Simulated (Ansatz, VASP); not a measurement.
# H: VASP beside Ansatz

```
H
1.0
    -1.85490    1.85490    2.28559
     1.85490   -1.85490    2.28559
     1.85490    1.85490   -2.28559
H
2
Direct
  0.91789 0.91789 0.00000
  0.08211 0.08211 0.00000
```

Alike in both runs: functional PBE; k mesh 8 × 8 × 8; occupations gaussian, width 0.02 eV; no spin polarisation.

Ansatz relaxed the structure, and its values are those at the end. VASP's run is a single point on that final structure, the one shown.

```csv
,VASP,Ansatz
version,VASP 6.6.1,Ansatz 0.2.0
potentials or method,"VASP PAW PBE potentials, release 64 (H)","scalar-relativistic, plane waves, PAW"
plane-wave cutoff (eV),520,420
valence electrons in the cell,2,2
```

VASP gave:

```
gap on the k mesh at the Fermi level (eV) : 9.28
least direct gap on the mesh (eV)         : 9.75
pressure (GPa)                            : -0.1
rms of the force components (eV/Å)        : 0.005
```

**Question.** Estimate Ansatz's values.

**Answer.** gap on the k mesh at the Fermi level (eV): 9.27; least direct gap on the mesh (eV): 9.75; pressure (GPa): 0.0; rms of the force components (eV/Å): 0.001.

A k mesh can miss the band edges. As with any semilocal functional, this PBE gap is likely too small.
